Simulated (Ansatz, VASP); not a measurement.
**HfN: VASP beside Ansatz**

```
CELL_PARAMETERS angstrom
0.00000 2.25586 2.25586
2.25586 0.00000 2.25586
2.25586 2.25586 0.00000
ATOMIC_POSITIONS crystal
Hf 0.00000 0.00000 0.00000
N 0.50000 0.50000 0.50000
```

The cell is a database's computed one.

Alike in both runs: task relaxation of cell and atoms; functional PBEsol; k mesh 16 × 16 × 16; occupations gaussian, width 0.1 eV; no spin polarisation.

```csv
,VASP,Ansatz
version,VASP 6.6.1,Ansatz 0.2.0
potentials or method,"VASP PAW PBE potentials, release 64 (Hf_pv, N)","scalar-relativistic, plane waves, PAW"
plane-wave cutoff (eV),600,420
valence electrons in the cell,15,31
```

```tsv
	VASP	Ansatz	Ansatz less VASP
gap on the k mesh at the Fermi level, each at its own relaxed structure (eV)	none	none	-
relaxed volume (Å³/atom)	11.31	11.40	+0.091
relaxed cell length with the largest relative difference (Å)	3.175	3.183	+0.0085
energy change over the relaxation (meV/atom)	-2	0	+1.8
```

A gap of «none» marks a metal or a gap that the smearing closes. The two sets of potentials don't hold the same shells in valence.

Caveats: the PAW data sets were made with another functional, which shifts forces and pressure a little (VASP). The runs have no spin-orbit coupling, so splittings on Hf are missing.
